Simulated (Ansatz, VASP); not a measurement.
Two plane-wave programs on KF

```
K F
1.0
     3.79868    0.00000    0.00000
    -1.89934    3.28976    0.00000
     0.00000    0.00000   19.12805
K F
6 6
Direct
  0.00000 0.00000 0.00000
  0.33333 0.66667 0.16756
  0.66667 0.33333 0.33244
  0.00000 0.00000 0.50000
  0.66667 0.33333 0.66756
  0.33333 0.66667 0.83244
  0.66667 0.33333 0.08494
  0.00000 0.00000 0.25000
  0.33333 0.66667 0.41506
  0.33333 0.66667 0.58494
  0.00000 0.00000 0.75000
  0.66667 0.33333 0.91506
```

Alike in both runs: functional PBE; k mesh 9 × 9 × 2; occupations gaussian, width 0.02 eV; no spin polarisation.

Ansatz relaxed the structure, and its values are those at the end. VASP's run is a single point on that final structure, the one shown.

|  | VASP | Ansatz |
| --- | --- | --- |
| version | VASP 6.6.1 | Ansatz 0.2.0 |
| potentials or method | VASP PAW PBE potentials, release 64 (K_sv, F) | scalar-relativistic, plane waves, PAW |
| plane-wave cutoff (eV) | 520 | 420 |
| valence electrons in the cell | 96 | 96 |

|  | VASP | Ansatz | Ansatz less VASP |
| --- | --- | --- | --- |
| gap on the k mesh at the Fermi level (eV) | 5.78 | 5.79 | +0.014 |
| least direct gap on the mesh (eV) | 5.78 | 5.79 | +0.014 |
| pressure (GPa) | 0.0 | 0.0 | -0.01 |

Caveats: an odd mesh through Γ misses points on the zone boundary, where band edges often lie. PBE gaps usually lie below the measured ones, often by a third to a half.
